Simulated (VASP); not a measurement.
Crystal: Pt.

```
CELL_PARAMETERS angstrom
0.00000 1.96090 1.96090
1.96090 0.00000 1.96090
1.96090 1.96090 0.00000
ATOMIC_POSITIONS crystal
Pt 0.00000 0.00000 0.00000
```

- Program: VASP 6.6.1
- Task: relaxation of cell and atoms
- Functional: PBE
- Potentials or basis: VASP PAW PBE potentials, release 64 (Pt)
- Cutoff: 520 eV
- k mesh: 19 × 19 × 19
- Occupations: gaussian, width 0.1 eV
- Spin: no spin polarisation

At the start: pressure 9.5 GPa; volume 15.08 Å³/atom.

**Question.** How do energy, volume and symmetry change on relaxing?

**Answer.** Over 4 steps the energy falls by 15.1 meV/atom and the volume is 15.61 Å³/atom (+3.5 %); space group Fm-3m (No. 225, to 0.05 Å).

Step by step:
```csv
step,energy change (eV),largest force (eV/Å),pressure (GPa),volume (Å³)
1,0.0000,0.0000,9.49,15.08
2,0.0772,0.0000,-17.74,17.11
3,-0.0151,0.0000,-0.30,15.63
4,-0.0151,0.0000,-0.04,15.61
```

Final structure:
```
Pt
1.0
     0.00000    1.98371    1.98371
     1.98371    0.00000    1.98371
     1.98371    1.98371    0.00000
Pt
1
Direct
  0.00000 0.00000 0.00000
```
